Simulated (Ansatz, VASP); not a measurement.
**B: VASP beside Ansatz**

File INCAR:

```
PREC = Accurate
ENCUT = 520
EDIFF = 1E-6
ISMEAR = -1
SIGMA = 0.05
LREAL = False
LASPH = True
NELM = 60
ALGO = Normal
ISIF = 2
LWAVE = False
LCHARG = True
GGA = PE
LELF = True
LVHAR = True
NBANDS = 8
```

The input KPOINTS:

```
Automatic mesh
0
Gamma
  24 24 24
```

Contents of POSCAR:

```
B
1.0
    0.0000000000      1.3937838538      1.3937838538
    1.3937838538      0.0000000000      1.3937838538
    1.3937838538      1.3937838538      0.0000000000
B
1
Direct
    0.0000000000      0.0000000000      0.0000000000
```

Input for Ansatz:

```yaml
crystal:
  lattice:
    - [0.0, 1.3937838538, 1.3937838538]
    - [1.3937838538, 0.0, 1.3937838538]
    - [1.3937838538, 1.3937838538, 0.0]
  atoms:
    - { symbol: B, position: [0.0, 0.0, 0.0] }
kpoints:
  mp_grid: { grid: [24, 24, 24] }
scf:
  occupations: { method: fermi_dirac, width: 0.05 }
hamiltonian:
  xc: pbe
  pseudopotentials: { kind: paw }
output:
  forces: true
  stress: true
  eigenvalues: true
  populations: true
```

Change from the starting cell: volume scaled by 0.92, PAW files.

Alike in both runs: task single point; functional PBE; k mesh 24 × 24 × 24; occupations fermi-dirac, width 0.05 eV; no spin polarisation.

|  | VASP | Ansatz |
| --- | --- | --- |
| version | VASP 6.6.1 | Ansatz 0.2.0 |
| potentials or method | VASP PAW PBE potentials, release 64 (B) | PAW with Ansatz's default frozen-core files, scalar-relativistic |
| plane-wave cutoff (eV) | 520 | 420 |
| valence electrons in the cell | 3 | 3 |

|  | VASP | Ansatz | Ansatz less VASP |
| --- | --- | --- | --- |
| pressure (GPa) | 26.5 | 26.5 | -0.04 |

Caveats: so large a pressure means that the cell lies far from this level's equilibrium, or that cutoff or potentials fall short (VASP).
